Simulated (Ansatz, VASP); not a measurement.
# One calculation of Mg, two programs

The input INCAR:

```
SYSTEM = Mg
PREC = Accurate
ENCUT = 600
EDIFF = 1E-7
ISMEAR = -1
SIGMA = 0.05
LREAL = .FALSE.
LASPH = .TRUE.
NELM = 100
ALGO = Normal
ISIF = 3
LWAVE = .FALSE.
LCHARG = .FALSE.
GGA = RP
IBRION = 2
NSW = 40
EDIFFG = -0.005
```

The input KPOINTS:

```
Automatic mesh
0
G
  7 7 7
  0 0 0
```

POSCAR

```
Mg
1.0
    0.0000000000      3.4835000000      3.4835000000
    3.4835000000      0.0000000000      3.4835000000
    3.4835000000      3.4835000000      0.0000000000
Mg
3
Direct
    0.0000000000      0.0000000000      0.0000000000
    0.2500000000      0.2500000000      0.2500000000
    0.7500000000      0.7500000000      0.7500000000
```

input.yaml

```yaml
crystal:
  lattice:
    - [0.0, 3.4835, 3.4835]
    - [3.4835, 0.0, 3.4835]
    - [3.4835, 3.4835, 0.0]
  atoms:
    - { symbol: Mg, position: [0.0, 0.0, 0.0] }
    - { symbol: Mg, position: [0.25, 0.25, 0.25] }
    - { symbol: Mg, position: [0.75, 0.75, 0.75] }
hamiltonian:
  xc: rpbe
  pseudopotentials: { kind: paw }
kpoints:
  mp_grid: { grid: [7, 7, 7] }
scf:
  occupations: { method: fermi_dirac, width: 0.05 }
output:
  forces: true
  stress: true
  eigenvalues: true
relax:
  f_tol: 0.01
  max_steps: 40
  cell: { stress_tol: 0.05 }
```

The cell was built by a generator and needn't be a form met in nature.

Alike in both runs: task relaxation of cell and atoms; functional RPBE; k mesh 7 × 7 × 7; occupations fermi-dirac, width 0.05 eV; no spin polarisation.

|  | VASP | Ansatz |
| --- | --- | --- |
| version | VASP 6.6.1 | Ansatz 0.2.0 |
| potentials or method | VASP PAW PBE potentials, release 64 (Mg) | Ansatz PAW |
| plane-wave cutoff (eV) | 600 | 420 |
| valence electrons in the cell | 6 | 30 |

Ansatz gave:

```
gap on the k mesh at the Fermi level, each at its own relaxed structure (eV) : none
relaxed volume (Å³/atom)                                                     : 29.11
relaxed cell length with the largest relative difference (Å)                 : 4.980
energy change over the relaxation (meV/atom)                                 : -2
```

Q: Which values does VASP return?

A: gap on the k mesh at the Fermi level, each at its own relaxed structure (eV): none; relaxed volume (Å³/atom): 29.00; relaxed cell length with the largest relative difference (Å): 4.974; energy change over the relaxation (meV/atom): -2.

A gap of «none» marks a metal or a gap that the smearing closes. The two sets of potentials don't hold the same shells in valence.

Caveats: the PAW data sets were made with another functional, which shifts forces and pressure a little (VASP); the plane-wave basis is chosen anew once the cell has moved, so the energies of steps on either side of that aren't comparable (Ansatz); the PAW data sets come from PBE, with cores solved anew for the run's functional, which leaves a small shift of forces and pressure (Ansatz).
